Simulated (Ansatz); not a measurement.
# InP: the cost of one run

Computed with Ansatz 0.2.0 (DFT PBEsol, scalar-relativistic, plane waves, PAW, unless a step's input says otherwise).

The COD entry's cell or inner coordinates are ideal or old and differ from later refinements, so a difference from it is no clean test against experiment.

## 1. The system as given

The structure is cubic, space group F-43m (No. 216). Conventional cell: a = 5.861 Å, b = 5.861 Å, c = 5.861 Å, α = 90.00°, β = 90.00°, γ = 90.00°. Around In (site symmetry -43m) lie 4 P at 2.54 Å. P (site symmetry -43m) is surrounded by 4 In at 2.54 Å.

As a file:

```xyz
2
Lattice="0.0000 2.9305 2.9305 2.9305 0.0000 2.9305 2.9305 2.9305 0.0000" Properties=species:S:1:pos:R:3 pbc="T T T"
In    0.0000    0.0000    0.0000
P     1.4652    1.4652    1.4652
```

The structure rests on an entry of the Crystallography Open Database; cell or positions may have been set otherwise for this series.

## 2. Relaxing cell and atoms: InP, no spin

The input, input.yaml:

```yaml
crystal:
  lattice:
    - [0.0, 2.9305, 2.9305]
    - [2.9305, 0.0, 2.9305]
    - [2.9305, 2.9305, 0.0]
  atoms:
    - { symbol: In, position: [0.0, 0.0, 0.0] }
    - { symbol: P, position: [0.25, 0.25, 0.25] }
scf:
  occupations: { method: gaussian, width: 0.02 }
output:
  forces: true
  stress: true
  eigenvalues: true
  write_density: true
  write_potential: true
  elf: true
  volumetric_format: npy
kpoints:
  mp_grid: { grid: [10, 10, 10] }
hamiltonian:
  xc: pbesol
relax:
  f_tol: 0.01
  adjacent_minimum: "off"
  cell: { stress_tol: 0.05 }
```

Launch:

```console
ansatz run input.yaml --threads 1 --pin off --max-ram 3072MiB --backend cpu --events-out ev --progress --plain --runs-dir out
```

Q: Estimate wall time and peak memory on 1 thread of Intel Xeon Platinum 8375C at 2.90GHz (Ice Lake), shared host.

About 18 s, with a peak of 0.41 GiB.
